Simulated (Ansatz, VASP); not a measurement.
# Ca in VASP and in Ansatz

INCAR

```
SYSTEM = Ca
PREC     = Accurate       ! precision mode
ENCUT    = 520            ! plane-wave cutoff, eV
EDIFF    = 1E-6           ! SCF threshold, eV
ISMEAR   = 0              ! smearing method
SIGMA    = 0.1            ! smearing width, eV
LREAL    = .FALSE.        ! projectors in reciprocal space
LASPH    = .TRUE.         ! aspherical terms in the spheres
NELM     = 100            ! most SCF steps
ALGO     = Fast           ! electronic algorithm
ISIF     = 2              ! what is computed and relaxed
LWAVE    = .FALSE.        ! write WAVECAR
LCHARG   = .FALSE.        ! write CHGCAR
GGA      = PE             ! functional
NBANDS   = 11             ! bands
```

File KPOINTS:

```
Automatic mesh
0
G
  14 14 14
  0 0 0
```

POSCAR

```
Ca
1.0
   -2.1489945116      2.1489945116      2.1489945116
    2.1489945116     -2.1489945116      2.1489945116
    2.1489945116      2.1489945116     -2.1489945116
Ca
1
Direct
    0.0000000000      0.0000000000      0.0000000000
```

Input for Ansatz:

```yaml
crystal:
  lattice:
    - [-2.1489945116, 2.1489945116, 2.1489945116]
    - [2.1489945116, -2.1489945116, 2.1489945116]
    - [2.1489945116, 2.1489945116, -2.1489945116]
  atoms:
    - { symbol: Ca, position: [0.0, 0.0, 0.0] }
basis:
  ecutwfc: 420
kpoints:
  mp_grid: { grid: [14, 14, 14] }
hamiltonian:
  xc: pbe
scf:
  occupations: { method: gaussian, width: 0.1 }
output:
  forces: true
  stress: true
  eigenvalues: true
  write_density: true
  write_potential: true
  elf: true
  volumetric_format: npy
```

Alike in both runs: task single point; functional PBE; k mesh 14 × 14 × 14; occupations gaussian, width 0.1 eV; no spin polarisation.

|  | VASP | Ansatz |
| --- | --- | --- |
| version | VASP 6.6.1 | Ansatz 0.2.0 |
| potentials or method | VASP PAW PBE potentials, release 64 (Ca_sv) | scalar-relativistic, plane waves, PAW |
| plane-wave cutoff (eV) | 520 | 420 |
| valence electrons in the cell | 10 | 10 |

|  | VASP | Ansatz | Ansatz less VASP |
| --- | --- | --- | --- |
| gap on the k mesh at the Fermi level (eV) | none | none | - |
| pressure (GPa) | 1.1 | 1.1 | -0.03 |

A gap of «none» marks a metal or a gap that the smearing closes.
